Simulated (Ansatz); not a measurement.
An input for Ansatz 0.2.0 (Bi):

File input.yaml:

```yaml
crystal:
  lattice:
    - [2.104960536, 1.2152995321, 3.6557153654]
    - [-2.104960536, 1.2152995321, 3.6557153654]
    - [0.0, -2.4305990643, 3.6557153654]
  atoms:
    - { symbol: Bi, position: [0.766, 0.766, 0.766], spin: 0.5 }
    - { symbol: Bi, position: [0.234, 0.234, 0.234], spin: -0.25 }
hamiltonian:
  xc: pbesol
  pseudopotentials: { kind: nc, accuracy: standard, xc_functional: pbesol }
magnetization:
  spin_polarized: true
kpoints:
  mp_grid: { grid: [7, 7, 7] }
scf:
  occupations: { method: fermi_dirac, width: 0.1 }
  convergence: { dr2_threshold: 1.0e-20 }
  max_iter: 60
output:
  eigenvalues: true
dielectric:
  method: response
```

Potentials or basis: PseudoDojo PBEsol.

Launch:

```sh
$ ansatz run input.yaml --threads 1 --pin off --max-ram 2560MiB --backend cpu --events-out ev --progress --plain --runs-dir out
```

**Question.** Does this run start?

**Answer.** The run stopped without a result. It printed:

Output:

```text
Warning: RAYON_NUM_THREADS=1 ignored (pool sized by the plan → 1); use --threads N
Engine: ansatz 0.2.0, aarch64-unknown-linux-gnu
[... 20 lines left out ...]
End of that report.
Error: Γ-DFPT ε∞ and Z* are undefined for a ground state with partly filled bands, as here, since free carriers in a crystal screen a static homogeneous field. In a gapped crystal the cause is smearing tails, as with the default Fermi–Dirac width of 0.1 eV at gaps under some 2 eV. If the crystal has a gap, set `scf.occupations.method: fixed`, or, in a phonon run without `phonons.dynamical_quadrupoles`, leave `phonons.dielectric` out where the run then makes a separate unit-cell calculation, which fills bands by count (see `phonons.dielectric`). To request no field response, set to `false` whichever of `phonons.dynamical_quadrupoles` and `phonons.dielectric` is `true`, or `phonons.dielectric` where neither is, or remove the `dielectric:` section
```
